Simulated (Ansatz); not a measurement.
Base system: LaAlO3 (space group R-3c, No. 167; a = 5.368 Å, c = 13.110 Å (hexagonal axes)).

Computed with r2SCAN, PAW, 500 eV (Ansatz, a first-principles code; no spin-orbit coupling).

Before the change:

The lattice parameter a is 5.368 Å and the band gap comes out as 4.39 eV. The smallest direct gap is 4.44 eV.

One thing is altered: cell and atoms relaxed at a pressure of 1.8 GPa.

Q: What happens to the lattice parameter a, band gap and smallest direct gap?

A: The lattice parameter a drops by 0.016 Å (5.368 Å → 5.352 Å); the band gap decreases by 0.014 eV, from 4.39 eV to 4.37 eV; the smallest direct gap drops by 0.02 eV (4.44 eV → 4.42 eV).

Load acts through the strain it causes; cell and atoms are relaxed under it. Stability against distortions was not tested.
